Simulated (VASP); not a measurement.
Input of a VASP 6.6.1 run:

Contents of POSCAR:

```
KCl
1.0
    0.0000000000      3.1464700000      3.1464700000
    3.1464700000      0.0000000000      3.1464700000
    3.1464700000      3.1464700000      0.0000000000
K Cl
1 1
Direct
    0.0000000000      0.0000000000      0.0000000000
    0.5000000000      0.5000000000      0.5000000000
```

File INCAR.step1:

```
  ALGO = Normal
  EDIFF = 1E-5
  ENCUT = 520
  GGA = PE
  ISIF = 2
  ISMEAR = 0
  KPAR = 4
  LASPH = T
  LCHARG = F
  LREAL = F
  LWAVE = T
  NELM = 80
  PREC = Accurate
  SIGMA = 0.02
```

INCAR.step2

```
  ALGO = Normal
  EDIFF = 1E-6
  ENCUT = 520
  GGA = PE
  HFSCREEN = 0.2
  ISIF = 2
  ISMEAR = 0
  ISTART = 1
  KPAR = 4
  LASPH = T
  LCHARG = F
  LHFCALC = T
  LREAL = F
  LWAVE = F
  NELM = 80
  PREC = Accurate
  PRECFOCK = Fast
  SIGMA = 0.02
```

KPOINTS

```
k-points
0
Gamma
  6 6 6
```

KPOINTS_OPT

```
path GXWKGLUWLK,UX
12
line-mode
reciprocal
 0.0000000000  0.0000000000  0.0000000000  G
 0.5000000000  0.0000000000  0.5000000000  X

 0.5000000000  0.0000000000  0.5000000000  X
 0.5000000000  0.2500000000  0.7500000000  W

 0.5000000000  0.2500000000  0.7500000000  W
 0.3750000000  0.3750000000  0.7500000000  K

 0.3750000000  0.3750000000  0.7500000000  K
 0.0000000000  0.0000000000  0.0000000000  G

 0.0000000000  0.0000000000  0.0000000000  G
 0.5000000000  0.5000000000  0.5000000000  L

 0.5000000000  0.5000000000  0.5000000000  L
 0.6250000000  0.2500000000  0.6250000000  U

 0.6250000000  0.2500000000  0.6250000000  U
 0.5000000000  0.2500000000  0.7500000000  W

 0.5000000000  0.2500000000  0.7500000000  W
 0.5000000000  0.5000000000  0.5000000000  L

 0.5000000000  0.5000000000  0.5000000000  L
 0.3750000000  0.3750000000  0.7500000000  K

 0.6250000000  0.2500000000  0.6250000000  U
 0.5000000000  0.0000000000  0.5000000000  X
```

Potentials or basis: VASP PAW PBE potentials, release 64 (K_sv, Cl).

The run is started by

```bash
$ cat potpaw_PBE.64/K_sv/POTCAR potpaw_PBE.64/Cl/POTCAR > POTCAR
$ cp INCAR.step1 INCAR
$ mpirun -np 4 vasp_std > vasp.out
$ cp INCAR.step2 INCAR
$ mpirun -np 4 vasp_std > vasp.out
```

Predict the pressure.

0.5 GPa.

Predict the band gap on the k mesh.

6.52 eV, direct.

What does it give for the band gap along the path?

6.52 eV, direct.

Levels at the corners of the path, in eV from the valence-band top:
| point | band 5 | band 6 | band 7 | band 8 | band 9 | band 10 | band 11 | band 12 |
| --- | --- | --- | --- | --- | --- | --- | --- | --- |
| Γ | -11.37 | 0.00 | 0.00 | 0.00 | 6.52 | 9.94 | 9.94 | 9.94 |
| X | -11.43 | -0.70 | -0.24 | -0.24 | 7.92 | 9.84 | 11.52 | 12.12 |
| X | -11.43 | -0.70 | -0.24 | -0.24 | 7.92 | 9.84 | 11.52 | 12.06 |
| W | -11.29 | -0.51 | -0.50 | -0.50 | 9.49 | 9.49 | 11.01 | 11.60 |
| W | -11.29 | -0.51 | -0.50 | -0.50 | 9.49 | 9.49 | 11.01 | 11.60 |
| K | -11.32 | -0.60 | -0.58 | -0.31 | 8.69 | 10.55 | 10.84 | 11.83 |
| K | -11.32 | -0.60 | -0.58 | -0.31 | 8.69 | 10.55 | 10.84 | 11.84 |
| Γ | -11.37 | 0.00 | 0.00 | 0.00 | 6.52 | 9.94 | 9.94 | 9.94 |
| Γ | -11.37 | 0.00 | 0.00 | 0.00 | 6.52 | 9.94 | 9.94 | 9.94 |
| L | -11.14 | -1.10 | -0.34 | -0.34 | 8.92 | 10.12 | 12.34 | 12.35 |
| L | -11.14 | -1.10 | -0.34 | -0.34 | 8.92 | 10.12 | 12.34 | 12.35 |
| U | -11.32 | -0.60 | -0.58 | -0.31 | 8.69 | 10.55 | 10.84 | 11.83 |
| U | -11.32 | -0.60 | -0.58 | -0.31 | 8.69 | 10.55 | 10.84 | 11.84 |
| W | -11.29 | -0.51 | -0.50 | -0.50 | 9.49 | 9.49 | 11.01 | 11.60 |
| W | -11.29 | -0.51 | -0.50 | -0.50 | 9.49 | 9.49 | 11.01 | 11.60 |
| L | -11.14 | -1.10 | -0.34 | -0.34 | 8.92 | 10.12 | 12.34 | 12.35 |
| L | -11.14 | -1.10 | -0.34 | -0.34 | 8.92 | 10.12 | 12.34 | 12.34 |
| K | -11.32 | -0.60 | -0.58 | -0.31 | 8.69 | 10.55 | 10.84 | 11.83 |
| U | -11.32 | -0.60 | -0.58 | -0.31 | 8.69 | 10.55 | 10.84 | 11.85 |
| X | -11.43 | -0.70 | -0.24 | -0.24 | 7.92 | 9.84 | 11.52 | 12.06 |

Caveat: the PAW data sets were made with another functional, which shifts forces and pressure a little.

**The experiment to reproduce.**

A printed reference work, monograph reports, for a bulk crystal of KCl: band gap 8.68 eV.

Measured gap of KCl: 8.68 eV (a printed reference work, monograph). This calculation gives 6.52 eV (-2.16 eV). The value is that of HSE06, without temperature or zero-point motion.
